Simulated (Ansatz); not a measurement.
Yb:

```
CELL_PARAMETERS angstrom
3.87990 0.00000 0.00000
-1.93995 3.36009 0.00000
0.00000 0.00000 6.38590
ATOMIC_POSITIONS crystal
Yb 0.66667 0.33333 0.75000
Yb 0.33333 0.66667 0.25000
```

This isn't the form of Yb at room conditions, which is fcc.

- Program: Ansatz 0.2.0
- Task: relaxation of cell and atoms
- Functional: PBEsol
- Dispersion: D3(BJ)-ATM
- Potentials or basis: Ansatz PAW
- Cutoff: 420 eV (not typed: the program's choice for these potentials)
- k mesh: 8 × 8 × 4
- Occupations: fermi-dirac, width 0.05 eV
- Spin: collinear spin, ferromagnetic start
- Starting moments: [1.0, 1.0] μB

At the start: volume 41.63 Å³/atom.

**Question.** Where does the relaxation end?

**Answer.** It ends after 9 steps and the volume is 29.46 Å³/atom (-29.2 %); space group P6_3/mmc (No. 194, to 0.05 Å); moment 0.00 μB per cell.

Step by step:
```tsv
step	energy change (eV)	largest force (eV/Å)	volume (Å³)
1	0.0000	0.0000	83.25
2	-0.2516	0.0000	73.47
3	-0.4207	0.0000	63.68
4	-0.4443	0.0000	57.64
5	-0.4464	0.0000	59.27
6	-0.4465	0.0000	59.14
7	-0.4439	0.0000	59.14
8	-0.4441	0.0000	58.91
9	-0.4440	0.0000	58.91
```

Final structure:
```
Yb
1.0
     3.46229    0.00000    0.00000
    -1.73115    2.99843    0.00000
     0.00000    0.00000    5.67456
Yb
2
Cartesian
  1.7311 0.9995 4.2559
  0.0000 1.9990 1.4186
```

Caveat: the electronic state changed during the relaxation; the volume moved by over 15 % at a fixed basis, so the end points are rough; the plane-wave basis is chosen anew once the cell has moved, so the energies of steps on either side of that aren't comparable; pairwise dispersion overbinds metals, which lowers pressure and volume; the PAW data sets come from PBE, with cores solved anew for the run's functional, which leaves a small shift of forces and pressure; the starting moments weren't kept.
